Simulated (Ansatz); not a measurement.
Runs of Ansatz 0.2.0 on ZrB2. Symmetry: P6/mmm, No. 191, hexagonal system. The conventional cell has a = 3.170 Å, b = 3.170 Å, c = 3.533 Å, α = 90.00°, β = 90.00°, γ = 120.00°. Zr (site symmetry 6/mmm) has 12 B at 2.54 Å as nearest neighbours. B (site symmetry -6m2) is surrounded by 3 B at 1.83 Å. 

| task | level | potentials or basis | U | k mesh | cutoff (eV) | smearing | basis error allowed | gap on the mesh (eV) | pressure (GPa) |
| --- | --- | --- | --- | --- | --- | --- | --- | --- | --- |
| band structure | PBEsol | all-electron LAPW, non-relativistic | - | 10 × 10 × 8 | 255 | fermi-dirac 0.05 eV | 0.002 eV/atom | - | -2.8 |
| single point | PBEsol | all-electron LAPW, scalar-relativistic | - | 10 × 10 × 8 | 281 | fermi-dirac 0.05 eV | 0.001 eV/atom | none | (a) |
| density of states | PBEsol+U | all-electron LAPW, scalar-relativistic | Zr d U = 6 eV | 10 × 10 × 8 | 255 | fermi-dirac 0.05 eV | 0.002 eV/atom | none | 1.6 |
| phonons | PBEsol | all-electron LAPW, scalar-relativistic | - | 10 × 10 × 8 | 269 | fermi-dirac 0.05 eV | 0.002 eV/atom | none | - |
| density of states | PBE+D3(BJ)+ATM | all-electron PAW datasets made for the crystal | - | - | 300 | gaussian 0.1 eV | - | none | -4.3 |

Alike in all rows: no spin polarisation; cell as given.

**Question.** Estimate the missing entries.

**Answer.** (a) -4.1.

Caveats: relativity is left out, which matters for the heavier elements (some runs); U is the effective U less J, on atomic orbitals that reach past the spheres (some runs); U without spin polarisation on a metal has little footing (some runs); the U is typed as a test and isn't derived for this compound (some runs); a metal's response needs a denser mesh (some runs); the program warned that the printed levels may be off, so bands, gaps and densities of states are rough (some runs); pairwise dispersion overbinds metals, which lowers pressure and volume (some runs).

A k mesh can miss the band edges, and the runs leave out spin-orbit coupling on Zr.

A gap of «none» marks a metal or a gap under the smearing width.

Not every run made on this cell is shown here.
